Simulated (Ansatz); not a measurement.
Relaxed LiI (rock salt):

```
CELL_PARAMETERS angstrom
      0.00000     2.95164     2.95164
      2.95164     0.00000     2.95164
      2.95164     2.95164     0.00000
ATOMIC_POSITIONS crystal
  I  0.00000 0.00000 0.00000
  Li 0.50000 0.50000 0.50000
```

In this cell atom 2 (Li, nearest neighbour I at 2.952 Å; its periodic images, 4.2 Å or more away, move with it) is moved by s along Cartesian x, unit vector (1.000, 0.000, 0.000); all other atoms and the cell stay fixed.

All values below come from PBEsol (plane waves to 420 eV, PAW, scalar-relativistic; Ansatz, a program for electronic structure). k mesh 8×8×8 (Γ-centred), Fermi-Dirac smearing 0.05 eV. E stands for the smeared free energy. Stress and pressure are positive under compression. F∥ is the force on the atom along that direction. LiI was relaxed with its symmetry unable to fall. Spin-orbit coupling is left out, though I is heavy. The zero of ΔE is the undisplaced structure.

| s (Å) | ΔE (meV/cell) | F∥ (eV/Å) | P (GPa) |
|---|---|---|---|
| -0.590 | 246.1 | 1.351 | 2.93 |
| -0.472 | 123.4 | 0.773 | 1.69 |
| -0.354 | 55.2 | 0.413 | 0.87 |
| -0.236 | 20.2 | 0.200 | 0.36 |
| -0.118 | 4.4 | 0.078 | 0.08 |
| 0.000 | 0.0 | 0.000 | -0.01 |
| 0.118 | 4.4 | -0.078 | 0.08 |
| 0.236 | 20.2 | -0.200 | 0.36 |
| 0.354 | 55.2 | -0.413 | 0.87 |
| 0.472 | 123.4 | -0.773 | 1.69 |
| 0.590 | 246.1 | -1.351 | 2.93 |

Read from the data:

- Energy at s = 0.590 Å = 246.1 meV/cell
- Force along the line at s = -0.590 Å = 1.35 eV/Å
- Symmetry of the curve = even: the same for both signs
- Shape of the curve = a single well with its minimum at or next to zero displacement
- Force constant k = d²E/ds² at s = 0 (finite differences) = 0.60 eV/Å²
- Harmonic estimate at the end of the scan = ½ks² = 104.8 meV/cell against the computed 246.1 meV/cell, so the well is stiffer than harmonic there
- Zone-centre optical wavenumber from k (transverse: no LO-TO term) = 158 cm⁻¹

(A displaced cell: forces are minus the slopes of the energy, force constants its curvatures, and phonons follow from these.)
